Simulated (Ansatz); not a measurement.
# Si: the cost of one run

Computed with Ansatz 0.2.0 (DFT PBE, scalar-relativistic, plane waves, PAW, unless a step's input says otherwise).

**1. The structure to begin with**

It takes space group P3_221 (No. 154, trigonal). Conventional cell: a = 6.326 Å, b = 6.326 Å, c = 3.927 Å, α = 90.00°, β = 90.00°, γ = 120.00°. Si (site symmetry 1) is surrounded by 3 Si at 2.06 to 2.16 Å. Si (site symmetry 2) is surrounded by 4 Si at 2.14 to 2.16 Å.

Structure file:

```
Si
1.0
     6.32607    0.00000    0.00000
    -3.16303    5.47854    0.00000
     0.00000    0.00000    3.92684
Si
9
Direct
  0.76648 0.60847 0.14124
  0.39153 0.15800 0.80790
  0.84200 0.23352 0.47457
  0.60847 0.76648 0.85876
  0.15800 0.39153 0.19210
  0.23352 0.84200 0.52543
  0.52613 0.00000 0.16667
  0.00000 0.52613 0.83333
  0.47387 0.47387 0.50000
```

Recipe of the guess: 3-, 4-connected net, elements by coordination (P3_221, No. 154). The dimensions are guesses.

**2. The guess as it stands, on a coarse mesh**

File input.yaml:

```yaml
crystal:
  lattice:
    - [6.32606919, 0.0, 0.0]
    - [-3.1630346, 5.47853663, 0.0]
    - [0.0, 0.0, 3.92684202]
  atoms:
    - { symbol: Si, position: [0.76647828, 0.60847389, 0.14123673] }
    - { symbol: Si, position: [0.39152611, 0.15800439, 0.8079034] }
    - { symbol: Si, position: [0.84199561, 0.23352172, 0.47457007] }
    - { symbol: Si, position: [0.60847389, 0.76647828, 0.85876327] }
    - { symbol: Si, position: [0.15800439, 0.39152611, 0.1920966] }
    - { symbol: Si, position: [0.23352172, 0.84199561, 0.52542993] }
    - { symbol: Si, position: [0.52612677, 0.0, 0.16666667] }
    - { symbol: Si, position: [0.0, 0.52612677, 0.83333333] }
    - { symbol: Si, position: [0.47387323, 0.47387323, 0.5] }
basis:
  ecutwfc: 420
kpoints:
  mp_grid: { grid: [3, 3, 4] }
hamiltonian:
  xc: pbe
scf:
  occupations: { method: gaussian, width: 0.1 }
  lower_state_search: "off"
output:
  forces: true
  stress: true
  eigenvalues: true
```

Run with:

```
$ ansatz run input.yaml --threads 1 --pin off --max-ram 2560MiB --backend cpu --events-out ev --progress --plain --runs-dir out
```

Q: Estimate wall time and peak memory on 1 thread of Intel Xeon 6975P-C (Granite Rapids), shared host.

About 2.2 s, with a peak of 0.36 GiB.
